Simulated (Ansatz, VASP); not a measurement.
# TiIn2 in two plane-wave programs, part 2 of 2

One calculation is typed for both programs; each brings its own data sets. How far apart do they land? The cell is generated by rule, not measured, and may not be a known phase. The cell is taken from a series of runs on this material, whose earlier steps may have relaxed, scaled, displaced or heated it; both programs get it as it stands.

VASP 6.6.1 and Ansatz 0.2.0.

So far: Set-up; Ansatz: zone-centre phonons, PBEsol; VASP: zone-centre phonons, PBEsol.

## Step 3: VASP: zone-centre phonons, PBEsol (continued)

Level of this step: PBEsol; plane waves and PAW (Ti_sv, In_d); invented cell (VASP).

Numbers of over 12 decimals in the logs are rounded to 6 here.

From OUTCAR (step 3):

```text
ion  position               nearest neighbor table
   1  0.250  0.000  0.361-   4 2.93   5 2.93   4 2.93   5 2.93   3 3.00   3 3.00   6 3.00   6 3.00

  LATTYP: Found a simple orthorhombic cell.
 ALAT       =     3.0169216575
 B/A-ratio  =     1.8047446674
 C/A-ratio  =     2.5495322985

 Subroutine GETGRP returns: Found  8 space group operations
 (whereof  4 operations were pure point group operations)

The static configuration has the point symmetry C_2h.
 The point group associated with its full space group is D_2h.

 Found     72 irreducible k-points:

   k-points           NKPTS =     72   k-points in BZ     NKDIM =     72   number of bands    NBANDS=     47

   dimension x,y,z NGX =    56 NGY =   24 NGZ =   40
   dimension x,y,z NGXF=   112 NGYF=   48 NGZF=   80

   ENCUT  =  500.0 eV  36.75 Ry    6.06 a.u.  14.02  5.50  9.93*2*pi/ulx,y,z

   NELECT =      76.0000    total number of electrons

 k-points in reciprocal lattice and weights: Automatic mesh
   0.00000000  0.00000000  0.00000000       0.004
   0.25000000  0.00000000  0.00000000       0.008
   0.50000000  0.00000000  0.00000000       0.004
   0.00000000  0.10000000  0.00000000       0.008
   0.25000000  0.10000000  0.00000000       0.017
   0.50000000  0.10000000  0.00000000       0.008
   0.00000000  0.20000000  0.00000000       0.008
   0.25000000  0.20000000  0.00000000       0.017
   0.50000000  0.20000000  0.00000000       0.008
[...]
0.25000000  0.50000000  0.50000000       0.008
   0.50000000  0.50000000  0.50000000       0.004

 average (electrostatic) potential at core
       1 -72.1910       2 -72.1910       3 -92.3031       4 -92.3031       5 -92.3031
       6 -92.3031

 Eigenvectors and eigenvalues of the dynamical matrix
 ----------------------------------------------------

   1 f  =    6.655240 THz    41.816109 2PiTHz  221.994924 cm-1    27.523850 meV
             X         Y         Z           dx          dy          dz
      1.922935  0.000000  1.963054    -0.639822    0.000000   -0.000000
      5.768804  0.000000  3.481719     0.639822    0.000000    0.000000
      0.505323  1.508461  4.138672    -0.110067   -0.000000   -0.182206
      4.351193  1.508461  1.306101     0.110067   -0.000000   -0.182206
      7.186416  1.508461  1.306101     0.110067   -0.000000    0.182206
      3.340547  1.508461  4.138672    -0.110067   -0.000000    0.182206

   2 f  =    6.464338 THz    40.616636 2PiTHz  215.627121 cm-1    26.734344 meV
             X         Y         Z           dx          dy          dz
      1.922935  0.000000  1.963054     0.643488   -0.000000   -0.000000
      5.768804  0.000000  3.481719     0.643488    0.000000    0.000000
      0.505323  1.508461  4.138672    -0.207031    0.000000    0.009999
      4.351193  1.508461  1.306101    -0.207031   -0.000000   -0.009999
      7.186416  1.508461  1.306101    -0.207031    0.000000    0.009999
      3.340547  1.508461  4.138672    -0.207031    0.000000   -0.009999

   3 f  =    6.121461 THz    38.462274 2PiTHz  204.189962 cm-1    25.316317 meV
             X         Y         Z           dx          dy          dz
      1.922935  0.000000  1.963054     0.000000    0.000000   -0.351053
      5.768804  0.000000  3.481719    -0.000000   -0.000000    0.351053
      0.505323  1.508461  4.138672    -0.321267    0.000000    0.291836
      4.351193  1.508461  1.306101    -0.321267   -0.000000   -0.291836
      7.186416  1.508461  1.306101     0.321267    0.000000   -0.291836
      3.340547  1.508461  4.138672     0.321267   -0.000000    0.291836

   4 f  =    5.126582 THz    32.211267 2PiTHz  171.004380 cm-1    21.201831 meV
             X         Y         Z           dx          dy          dz
      1.922935  0.000000  1.963054     0.000000   -0.000000   -0.156021
      5.768804  0.000000  3.481719    -0.000000   -0.000000   -0.156021
      0.505323  1.508461  4.138672    -0.485119    0.000000    0.049881
      4.351193  1.508461  1.306101     0.485119    0.000000    0.049881
      7.186416  1.508461  1.306101    -0.485119   -0.000000    0.049881
      3.340547  1.508461  4.138672     0.485119    0.000000    0.049881

   5 f  =    5.032408 THz    31.619552 2PiTHz  167.863062 cm-1    20.812358 meV
             X         Y         Z           dx          dy          dz
      1.922935  0.000000  1.963054     0.000000   -0.701142   -0.000000
      5.768804  0.000000  3.481719    -0.000000    0.701142   -0.000000
      0.505323  1.508461  4.138672    -0.000000   -0.064806   -0.000000
      4.351193  1.508461  1.306101     0.000000    0.064806    0.000000
      7.186416  1.508461  1.306101    -0.000000    0.064806    0.000000
      3.340547  1.508461  4.138672     0.000000   -0.064806    0.000000

   6 f  =    4.978477 THz    31.280691 2PiTHz  166.064105 cm-1    20.589316 meV
             X         Y         Z           dx          dy          dz
      1.922935  0.000000  1.963054     0.167908    0.000000    0.000000
      5.768804  0.000000  3.481719    -0.167908    0.000000    0.000000
      0.505323  1.508461  4.138672     0.224748   -0.000000   -0.430572
      4.351193  1.508461  1.306101    -0.224748   -0.000000   -0.430572
      7.186416  1.508461  1.306101    -0.224748   -0.000000    0.430572
      3.340547  1.508461  4.138672     0.224748   -0.000000    0.430572

   7 f  =    4.748649 THz    29.836641 2PiTHz  158.397878 cm-1    19.638825 meV
             X         Y         Z           dx          dy          dz
      1.922935  0.000000  1.963054    -0.000000   -0.643420   -0.000000
      5.768804  0.000000  3.481719    -0.000000   -0.643420    0.000000
      0.505323  1.508461  4.138672     0.000000    0.207377   -0.000000
      4.351193  1.508461  1.306101    -0.000000    0.207377   -0.000000
      7.186416  1.508461  1.306101     0.000000    0.207377   -0.000000
      3.340547  1.508461  4.138672    -0.000000    0.207377    0.000000

   8 f  =    4.625996 THz    29.065990 2PiTHz  154.306617 cm-1    19.131574 meV
             X         Y         Z           dx          dy          dz
      1.922935  0.000000  1.963054     0.000000    0.000000    0.156945
      5.768804  0.000000  3.481719    -0.000000    0.000000   -0.156945
      0.505323  1.508461  4.138672     0.278038   -0.000000    0.400473
      4.351193  1.508461  1.306101     0.278038   -0.000000   -0.400473
      7.186416  1.508461  1.306101    -0.278038   -0.000000   -0.400473
      3.340547  1.508461  4.138672    -0.278038    0.000000    0.400473

   9 f  =    4.036153 THz    25.359896 2PiTHz  134.631568 cm-1    16.692180 meV
             X         Y         Z           dx          dy          dz
      1.922935  0.000000  1.963054    -0.000000   -0.000000    0.624464
      5.768804  0.000000  3.481719    -0.000000   -0.000000    0.624464
      0.505323  1.508461  4.138672    -0.121075    0.000000   -0.200906
      4.351193  1.508461  1.306101     0.121075   -0.000000   -0.200906
      7.186416  1.508461  1.306101    -0.121075   -0.000000   -0.200906
      3.340547  1.508461  4.138672     0.121075   -0.000000   -0.200906

  10 f  =    3.436105 THz    21.589683 2PiTHz  114.616119 cm-1    14.210581 meV
             X         Y         Z           dx          dy          dz
      1.922935  0.000000  1.963054    -0.000000   -0.000000    0.593406
      5.768804  0.000000  3.481719    -0.000000   -0.000000   -0.593406
      0.505323  1.508461  4.138672    -0.263594    0.000000    0.066730
      4.351193  1.508461  1.306101    -0.263594   -0.000000   -0.066730
      7.186416  1.508461  1.306101     0.263594   -0.000000   -0.066730
      3.340547  1.508461  4.138672     0.263594   -0.000000    0.066730

  11 f  =    1.938893 THz    12.182425 2PiTHz   64.674515 cm-1     8.018614 meV
             X         Y         Z           dx          dy          dz
      1.922935  0.000000  1.963054     0.000000    0.000000   -0.000000
      5.768804  0.000000  3.481719    -0.000000    0.000000   -0.000000
      0.505323  1.508461  4.138672    -0.000000    0.500000   -0.000000
      4.351193  1.508461  1.306101     0.000000   -0.500000   -0.000000
      7.186416  1.508461  1.306101     0.000000    0.500000    0.000000
      3.340547  1.508461  4.138672    -0.000000   -0.500000    0.000000

  12 f  =    1.832399 THz    11.513300 2PiTHz   61.122238 cm-1     7.578188 meV
             X         Y         Z           dx          dy          dz
      1.922935  0.000000  1.963054     0.249869    0.000000   -0.000000
      5.768804  0.000000  3.481719    -0.249869   -0.000000   -0.000000
      0.505323  1.508461  4.138672    -0.432867   -0.000000   -0.177226
      4.351193  1.508461  1.306101     0.432867    0.000000   -0.177226
      7.186416  1.508461  1.306101     0.432867    0.000000    0.177226
      3.340547  1.508461  4.138672    -0.432867    0.000000    0.177226

  13 f  =    1.665099 THz    10.462123 2PiTHz   55.541708 cm-1     6.886291 meV
             X         Y         Z           dx          dy          dz
      1.922935  0.000000  1.963054    -0.000000    0.000000    0.000000
      5.768804  0.000000  3.481719     0.000000   -0.000000    0.000000
      0.505323  1.508461  4.138672     0.000000   -0.500000    0.000000
      4.351193  1.508461  1.306101    -0.000000   -0.500000    0.000000
      7.186416  1.508461  1.306101    -0.000000    0.500000   -0.000000
      3.340547  1.508461  4.138672     0.000000    0.500000   -0.000000
    [... 43 further lines ...]
      7.186416  1.508461  1.306101    -0.455006    0.000000    0.006835
      3.340547  1.508461  4.138672    -0.455006    0.000000   -0.006835

 ELASTIC MODULI CONTR FROM IONIC RELAXATION (kBar)
 Direction    XX          YY          ZZ          XY          YZ          ZX
 --------------------------------------------------------------------------------
 XX        -159.0911     77.2364    311.0219     -0.0000      0.0000     -0.0000
 YY          77.2364   -101.6896   -266.4785      0.0000     -0.0000     -0.0000
 ZZ         311.0219   -266.4785   -822.6438      0.0000     -0.0000     -0.0000
 XY          -0.0000      0.0000      0.0000    -87.9872      0.0000     -0.0000
 YZ           0.0000     -0.0000     -0.0000      0.0000   -333.5487      0.0000
 ZX           0.0000     -0.0000     -0.0000     -0.0000      0.0000   -273.6074
 --------------------------------------------------------------------------------
```

The k-mesh is coarse for a metal.

## Step 4: Comparison

Known differences besides the potentials themselves: the cutoff is 420 eV in Ansatz and 500 eV in VASP; Ansatz makes its cores anew for this functional, VASP keeps those of its PBE data sets. Total energies have different zeros and are not compared.

Both answers:

```
              quantity  Ansatz   VASP  difference
 optical mode 1 (cm⁻¹)    42.5   42.3        +0.2
 optical mode 2 (cm⁻¹)    52.7   53.3     -1.18 %
 optical mode 3 (cm⁻¹)    55.0   55.5     -0.90 %
 optical mode 4 (cm⁻¹)    60.4   61.1     -1.25 %
 optical mode 5 (cm⁻¹)    64.2   64.7     -0.70 %
 optical mode 6 (cm⁻¹)   113.8  114.6     -0.74 %
 optical mode 7 (cm⁻¹)   133.2  134.6     -1.03 %
 optical mode 8 (cm⁻¹)   154.1  154.3     -0.14 %
 optical mode 9 (cm⁻¹)   157.6  158.4     -0.49 %
optical mode 10 (cm⁻¹)   165.4  166.1     -0.41 %
optical mode 11 (cm⁻¹)   167.0  167.9     -0.50 %
optical mode 12 (cm⁻¹)   169.9  171.0     -0.65 %
optical mode 13 (cm⁻¹)   203.7  204.2     -0.24 %
optical mode 14 (cm⁻¹)   214.1  215.6     -0.70 %
optical mode 15 (cm⁻¹)   218.1  222.0     -1.77 %
```

Modes are paired by rising frequency, not by their patterns, so a pair may set unlike modes beside each other; they are those without the splitting of longitudinal modes.

## Step 5: Summary of results

```json
{
 "r.m.s. difference of the optical zone-centre modes, each program's sorted by frequency (zone-centre phonons, PBEsol)": "1.3 cm⁻¹",
 "difference in optical mode 15 (zone-centre phonons, PBEsol)": "-1.8 %"
}
```

What this shows: The r.m.s. difference of the optical zone-centre modes, each program's sorted by frequency is 1.3 cm⁻¹ (zone-centre phonons, PBEsol). Among the rows given in per cent, the largest difference of the zone-centre phonons, PBEsol pair is in optical mode 15, -1.8 %. How closely two codes agree says nothing of how well the functional describes the real material.

[Lines on the potential files, build, host, timing and source positions are cut from VASP's logs without a mark.]

[Logs are printed without paths, hosts, clocks, repeated set-up lines and the standing remarks that a program may print on its own settings, such as how far it seeks lower states.]

[Hosts, paths, dates, database ids (printed as entryN), source tags and the programs' standing remarks are cut or masked in the printed files.]
